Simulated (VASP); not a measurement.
# BeTe in VASP: one cell, several levels of theory

Aim: gap, levels, forces and stress of BeTe in the zincblende structure at fixed geometry. Runs: PBE, r2SCAN. The results are then set beside those of Ansatz 0.2.0 for the same cell.

Program: VASP 6.6.1. PAW datasets, plane waves. Spin-unpolarised throughout; all numbers are computed.

**1. The system as given**

The cell comes from an earlier relaxation with r2SCAN in another program.

The symmetry is F-43m (No. 216, cubic); conventional cell a = 5.657 Å, 22.63 Å³ an atom. Be has 4 Te at 2.45 Å; Te has 4 Be at 2.45 Å.

The structure in full:

Space group F-43m (No. 216). a = 5.657 Å, b = 5.657 Å, c = 5.657 Å, α = 90.00°, β = 90.00°, γ = 90.00°
| atom | site | symmetry | x | y | z |
| --- | --- | --- | --- | --- | --- |
| Be | 4a | -43m | 0.0000 | 0.0000 | 0.0000 |
| Te | 4d | -43m | 0.2500 | 0.2500 | 0.7500 |

**2. PBE at this geometry**

INCAR reads:

```
ENCUT = 520.000000
SIGMA = 0.020000
EDIFF = 1.00e-07
GGA = PE
PREC = Accurate
IBRION = -1
ISIF = 2
ISMEAR = -1
NBANDS = 11
NELM = 120
NSW = 0
LASPH = .TRUE.
LCHARG = .FALSE.
LWAVE = .FALSE.
LREAL = .FALSE.
```

KPOINTS reads:

```
KPOINTS created by Atomic Simulation Environment
0
Gamma
8 8 8
0 0 0
```

KPOINTS_OPT reads:

```
special points
7
Reciprocal
0.0000000000 0.0000000000 0.0000000000 1
-0.5000000000 -0.5000000000 0.0000000000 1
-0.3750000000 -0.3750000000 0.2500000000 1
-0.3750000000 0.0000000000 0.3750000000 1
0.0000000000 0.0000000000 0.5000000000 1
-0.5000000000 -0.2500000000 0.2500000000 1
0.0000000000 0.5000000000 0.5000000000 1
```

POSCAR reads:

```
Be Te
 1.0000000000000000
    -0.0000000000000000    2.8286236223570662    2.8286236223570662
     2.8286236223570662    0.0000000000000000    2.8286236223570662
     2.8286236223570662    2.8286236223570662    0.0000000000000000
 Be  Te
   1   1
Cartesian
  0.0000000000000000  0.0000000000000000  0.0000000000000000
  1.4143118111785331  1.4143118111785331  1.4143118111785331
```

Potentials: the recommended PBE PAW datasets, 8 valence electrons in the neutral cell.

Launch:

```sh
$ mpirun -np 1 vasp_std
```

Printed to the terminal (iteration lines stand in OSZICAR):

```text
POSCAR found type information on POSCAR BeTe
 POSCAR found :  2 types and       2 ions
 LDA part: xc-table for (Slater+PW92), standard interpolation
 POSCAR, INCAR and KPOINTS ok, starting setup
 FFT: planning ... GRIDC
 FFT: planning ... GRID_SOFT
 FFT: planning ... GRID
 WAVECAR not read
 entering main loop
 Start KPOINTS_OPT (optional k-point list driver)
k-point batch [1-7\7]
```

OSZICAR:

```text
N       E                     dE             d eps       ncg     rms          rms(c)
DAV:   1     0.197518793723E+02    0.19752E+02   -0.31938E+03   638   0.577E+02
DAV:   2    -0.650956722503E+01   -0.26261E+02   -0.24469E+02   847   0.912E+01
DAV:   3    -0.773317492945E+01   -0.12236E+01   -0.12202E+01   818   0.207E+01
DAV:   4    -0.774708661475E+01   -0.13912E-01   -0.13909E-01   764   0.251E+00
DAV:   5    -0.774737667319E+01   -0.29006E-03   -0.29006E-03   818   0.363E-01    0.405E+00
DAV:   6    -0.765203500268E+01    0.95342E-01   -0.11135E-01   731   0.134E+00    0.243E+00
DAV:   7    -0.762321648645E+01    0.28819E-01   -0.96519E-02   746   0.136E+00    0.458E-01
DAV:   8    -0.762391277726E+01   -0.69629E-03   -0.59899E-03   725   0.443E-01    0.751E-02
DAV:   9    -0.762415860456E+01   -0.24583E-03   -0.31594E-04   766   0.105E-01    0.299E-02
DAV:  10    -0.762422335238E+01   -0.64748E-04   -0.80087E-05   729   0.462E-02    0.152E-02
DAV:  11    -0.762422547818E+01   -0.21258E-05   -0.23610E-06   820   0.911E-03    0.105E-02
DAV:  12    -0.762422779446E+01   -0.23163E-05   -0.49979E-06   692   0.128E-02    0.635E-03
DAV:  13    -0.762422786834E+01   -0.73884E-07   -0.33434E-08   775   0.133E-03
   1 F= -.76242279E+01 E0= -.76242279E+01  d E =-.166885E-10
       N       E                     dE             ncg
DAV:   1     0.608679310772E+03   -0.14248E+04      154
DAV:   2     0.425894213339E+03   -0.18279E+03      183
DAV:   3     0.418088040592E+03   -0.78062E+01      217
DAV:   4     0.417995629314E+03   -0.92411E-01      201
DAV:   5     0.417993877567E+03   -0.17517E-02      197
DAV:   6     0.417993817227E+03   -0.60340E-04      192
DAV:   7     0.417993814854E+03   -0.23725E-05      205
DAV:   8     0.417993814758E+03   -0.96776E-07      187
```

The lines after F= are the extra pass for the points of KPOINTS_OPT, at fixed density; their E is not a total energy.

OUTCAR, selected sections:

```text
k-points           NKPTS =     29   k-points in BZ     NKDIM =     29   number of bands    NBANDS=     11

   NELECT =       8.0000    total number of electrons

   dimension x,y,z NGX =    30 NGY =   30 NGZ =   30
   dimension x,y,z NGXF=    60 NGYF=   60 NGZF=   60

  energy-cutoff  :      520.00
  volume of cell :       45.26
      direct lattice vectors                 reciprocal lattice vectors
     0.000000000  2.828623622  2.828623622    -0.176764415  0.176764415  0.176764415
     2.828623622  0.000000000  2.828623622     0.176764415 -0.176764415  0.176764415
     2.828623622  2.828623622  0.000000000     0.176764415  0.176764415 -0.176764415

 k-points in reciprocal lattice and weights: KPOINTS created by Atomic Simulation Env
   0.00000000  0.00000000  0.00000000       0.002
   0.12500000  0.00000000  0.00000000       0.016
   0.25000000  0.00000000  0.00000000       0.016
   0.37500000  0.00000000  0.00000000       0.016
   0.50000000  0.00000000  0.00000000       0.008
   0.12500000  0.12500000  0.00000000       0.012
   0.25000000  0.12500000  0.00000000       0.047
   0.37500000  0.12500000  0.00000000       0.047
[... 21 more k-points ...]

 E-fermi :   5.3365

 k-point     1 :       0.0000    0.0000    0.0000
  band No.  band energies     occupation
      1      -7.2623      2.00000
      2       4.9470      2.00000
      3       4.9470      2.00000
      4       4.9470      2.00000
      5       8.5677      0.00000
      6       8.5677      0.00000
      7       8.5677      0.00000
      8       8.6706      0.00000
      9      13.2436      0.00000
     10      15.1636      0.00000
     11      15.1636      0.00000

 k-point     2 :       0.1250    0.0000    0.0000
  band No.  band energies     occupation
      1      -7.1176      2.00000
      2       3.6497      2.00000
      3       4.7175      2.00000
      4       4.7175      2.00000
      5       8.4620      0.00000
      6       8.9045      0.00000
      7       8.9045      0.00000
      8       9.9779      0.00000
      9      13.6692      0.00000
     10      14.2522      0.00000
     11      14.2522      0.00000

 k-point     3 :       0.2500    0.0000    0.0000
  band No.  band energies     occupation
      1      -6.7188      2.00000
      2       1.6737      2.00000
      3       4.2876      2.00000
      4       4.2876      2.00000
      5       8.2309      0.00000
      6       9.4293      0.00000
      7       9.4293      0.00000
      8      11.9088      0.00000
      9      13.9763      0.00000
     10      13.9763      0.00000
     11      13.9849      0.00000

 k-point     4 :       0.3750    0.0000    0.0000
  band No.  band energies     occupation
      1      -6.2135      2.00000
      2       0.1160      2.00000
      3       3.9559      2.00000
      4       3.9559      2.00000
      5       8.0512      0.00000
      6       9.5690      0.00000
      7       9.5690      0.00000
      8      12.7921      0.00000
      9      14.6491      0.00000
     10      15.0004      0.00000
     11      15.0004      0.00000

 k-point     5 :       0.5000    0.0000    0.0000
  band No.  band energies     occupation
      1      -5.9512      2.00000
      2      -0.5081      2.00000
      3       3.8367      2.00000
      4       3.8367      2.00000
      5       7.9873      0.00000
      6       9.5424      0.00000
      7       9.5424      0.00000
      8      12.7702      0.00000
      9      15.8273      0.00000
     10      16.4000      0.00000
     11      16.4000      0.00000

 k-point     6 :       0.1250    0.1250    0.0000
  band No.  band energies     occupation
      1      -7.0691      2.00000
      2       3.8537      2.00000
      3       4.3038      2.00000
      4       4.3038      2.00000
      5       8.1911      0.00000
      6       9.5051      0.00000
      7       9.5051      0.00000
      8       9.6755      0.00000
      9      13.0563      0.00000
     10      14.0890      0.00000
     11      15.4051      0.00000

 k-point     7 :       0.2500    0.1250    0.0000
  band No.  band energies     occupation
      1      -6.7531      2.00000
      2       2.2560      2.00000
      3       3.8287      2.00000
      4       3.9845      2.00000
      5       8.3017      0.00000
      6       9.4446      0.00000
      7      10.2343      0.00000
      8      10.7415      0.00000
      9      13.3093      0.00000
     10      14.7388      0.00000
     11      15.1450      0.00000

 k-point     8 :       0.3750    0.1250    0.0000
  band No.  band energies     occupation
      1      -6.2711      2.00000
      2       0.6324      2.00000
      3       3.4973      2.00000
      4       3.5470      2.00000
      5       8.4514      0.00000
      6       9.5647      0.00000
      7      10.4202      0.00000
      8      11.4213      0.00000
      9      14.6774      0.00000
     10      15.0502      0.00000
     11      15.7960      0.00000

 k-point     9 :       0.5000    0.1250    0.0000
  band No.  band energies     occupation
      1      -5.8959      2.00000
      2      -0.2980      2.00000
      3       3.0950      2.00000
      4       3.5394      2.00000
      5       8.4648      0.00000
      6       9.5850      0.00000
      7      10.1898      0.00000
      8      12.7247      0.00000
      9      14.6389      0.00000
     10      16.3433      0.00000
     11      16.4440      0.00000

 k-point    10 :      -0.3750    0.1250    0.0000
  band No.  band energies     occupation
      1      -5.9861      2.00000
      2      -0.0904      2.00000
      3       2.9348      2.00000
      4       3.8002      2.00000
      5       8.5860      0.00000
      6       9.7078      0.00000
      7       9.9233      0.00000
      8      12.9251      0.00000
      9      14.5562      0.00000
     10      14.7318      0.00000
     11      16.4725      0.00000

 k-point    11 :      -0.2500    0.1250    0.0000
  band No.  band energies     occupation
      1      -6.4417      2.00000
      2       1.1240      2.00000
      3       3.0914      2.00000
      4       4.2500      2.00000
      5       8.7804      0.00000
      6       9.5636      0.00000
      7       9.8786      0.00000
      8      11.7194      0.00000
      9      13.2833      0.00000
     10      14.7161      0.00000
     11      15.8664      0.00000

[... the tables of k-points 12 to 29 left out ...]

  Total        0.0953810      0.0953810      0.0953810      0.0000000      0.0000000      0.0000000
  in kB        3.3761125      3.3761125      3.3761125      0.0000000      0.0000000      0.0000000
  external PRESSURE =       3.3761125 kB  Pullay stress =       0.0000000 kB

 POSITION                                       TOTAL-FORCE (eV/Angst)
 -----------------------------------------------------------------------------------
      0.00000      0.00000      0.00000         0.000000      0.000000      0.000000
      1.41431      1.41431      1.41431        -0.000000     -0.000000     -0.000000
 -----------------------------------------------------------------------------------
    total drift:                                0.000000      0.000000      0.000000

  FREE ENERGIE OF THE ION-ELECTRON SYSTEM (eV)
  ---------------------------------------------------
  free  energy   TOTEN  =        -7.6242278683 eV

  energy  without entropy=       -7.6242278683  energy(sigma->0) =       -7.62422787
```

Hardware: 1 MPI rank of Intel Xeon Platinum 8488C, shared host.

The levels at the points of KPOINTS_OPT are read from vasprun.xml.

Near the gap, in eV above the top of the last filled band v; c is the band after it:

```csv
point,v−1,v,c,c+1
Γ,0.00,0.00,3.62,3.62
X,-2.59,-2.59,2.01,2.68
U,-3.80,-2.19,2.72,5.25
K,-3.80,-2.19,2.72,5.25
L,-1.11,-1.11,3.04,4.60
W,-3.62,-3.14,5.28,5.53
```

The PBE gap is 2.01 eV and indirect (Γ to X), with 3.62 eV as the least direct one. Pressure: 0.34 GPa; the forces vanish within 0.01 eV/Å.

(Part 1 of 2 ends here.)
